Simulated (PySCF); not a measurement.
**Question.** Give a BHandHLYP/6-31+G* geometry of InChI=1S/C6H7N/c7-6-4-2-1-3-5-6/h1-5H,7H2.

**Answer.** 
Z-matrix in Å and degrees, rows numbered from 1:
```
N 
C   1  1.3932
C   2  1.3952  1  120.44
C   3  1.3853  2  120.47  1  -177.34
C   4  1.3885  3  120.72  2     0.00
C   5  1.3882  4  118.88  3     0.10
C   6  1.3856  5  120.82  4    -0.05
H   1  1.0033  2  115.06  3  -158.56
H   1  1.0034  2  115.13  3   -27.01
H   3  1.0795  2  119.51  1     2.11
H   4  1.0786  3  119.25  2  -179.97
H   5  1.0774  4  120.55  3  -179.93
H   6  1.0786  5  120.00  4   179.93
H   7  1.0796  2  119.60  1    -2.36
```

N1 (aniline-type nitrogen) is pyramidal (angles 115.1°, 115.1° and 111.4°, sum 341.5°, 0.28 Å off the plane of its three neighbours). The 7 heavy atoms lie in one plane (0.013 Å rms). The 6-membered ring C2–C3–C4–C5–C6–C7 has internal angles of 118.8° to 120.8°; it is planar, 0.00 Å rms from its mean plane, widest ring torsion 0°. Of the pairs four or more bonds apart, H8···H14 is among the closest relative to their van der Waals radii: 2.41 Å, 100 % of the sum of Bondi's values.

The calculation used BHandHLYP/6-31+G* geometry optimisation, gas phase in PySCF.

Point group: Cs (tolerance 0.08 Å). No BHandHLYP/6-31+G* frequencies stand behind this structure, so it isn't proved a minimum.
